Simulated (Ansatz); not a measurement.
Here is an Ansatz 0.2.0 calculation.

input.yaml

```yaml
crystal:
  lattice:
    - [-1.6069, 1.6069, 3.91495]
    - [1.6069, -1.6069, 3.91495]
    - [1.6069, 1.6069, -3.91495]
  atoms:
    - { symbol: W, position: [0.0, 0.0, 0.0] }
    - { symbol: Si, position: [0.6653, 0.6653, 0.0] }
    - { symbol: Si, position: [0.3347, 0.3347, 0.0] }
hamiltonian:
  xc: pbe0
  pseudopotentials: { kind: paw }
kpoints:
  mp_grid: { grid: [7, 7, 7] }
scf:
  occupations: { method: fermi_dirac, width: 0.05 }
  n_extra_bands: 7
output:
  forces: true
  stress: true
  eigenvalues: true
  dos: { projected: true, de: 0.05 }
```

Potentials or basis: Ansatz PAW.

Launch:

```console
$ ansatz run input.yaml --threads 2 --pin off --max-ram 5632MiB --backend cpu --events-out ev --progress --plain --runs-dir out
```

Question: Predict the largest force.

Answer: 0.118 eV/Å.

Question: What does it give for the density of states at the Fermi level?

Answer: 0.10 states/eV per cell.

States per cell in windows of 0.5 eV (zero at the Fermi level; states under -8 eV left out):
```
from (eV)  total  W 5d  Si 3p  Si 3s  W 6s  W 5p
     -8.0   0.48  0.12   0.29   0.03  0.02  0.00
     -7.5   0.60  0.14   0.39   0.03  0.03  0.01
     -7.0   0.43  0.12   0.25   0.03  0.02  0.00
     -6.5   0.27  0.08   0.13   0.05  0.01  0.00
     -6.0   0.38  0.13   0.17   0.06  0.02  0.00
     -5.5   0.75  0.30   0.30   0.08  0.04  0.01
     -5.0   0.62  0.29   0.22   0.07  0.02  0.00
     -4.5   0.71  0.33   0.27   0.08  0.02  0.00
     -4.0   1.10  0.59   0.40   0.07  0.01  0.01
     -3.5   2.04  1.08   0.81   0.07  0.01  0.02
     -3.0   1.01  0.52   0.41   0.04  0.00  0.01
     -2.5   0.53  0.32   0.17   0.02  0.00  0.00
     -2.0   0.42  0.28   0.10   0.02  0.00  0.00
     -1.5   0.36  0.29   0.06   0.01  0.00  0.00
     -1.0   0.20  0.17   0.02   0.00  0.00  0.00
     -0.5   0.05  0.04   0.01   0.00  0.00  0.00
      0.0   0.05  0.03   0.02   0.00  0.00  0.00
      0.5   0.05  0.03   0.02   0.00  0.00  0.00
      1.0   0.19  0.09   0.06   0.03  0.00  0.00
      1.5   0.41  0.19   0.13   0.06  0.01  0.00
      2.0   0.57  0.23   0.18   0.09  0.02  0.00
      2.5   0.81  0.34   0.22   0.13  0.04  0.00
      3.0   1.06  0.47   0.27   0.16  0.06  0.00
      3.5   0.93  0.44   0.25   0.12  0.04  0.00
      4.0   0.91  0.37   0.19   0.12  0.11  0.00
      4.5   0.94  0.33   0.21   0.12  0.12  0.00
      5.0   0.68  0.20   0.23   0.07  0.05  0.00
      5.5   1.18  0.32   0.40   0.15  0.10  0.00
      6.0   0.66  0.16   0.23   0.05  0.05  0.00
      6.5   0.81  0.17   0.31   0.06  0.04  0.00
      7.0   0.75  0.14   0.32   0.06  0.03  0.00
      7.5   0.66  0.12   0.25   0.06  0.03  0.00
```

Caveat: the k mesh is coarse (spacing up to 0.39 Å⁻¹), so the values aren't converged, least of all with exact exchange; the PAW data sets come from PBE, with cores solved anew for the run's functional, which leaves a small shift of forces and pressure. Spin-orbit coupling is left out, which matters for the levels of W.
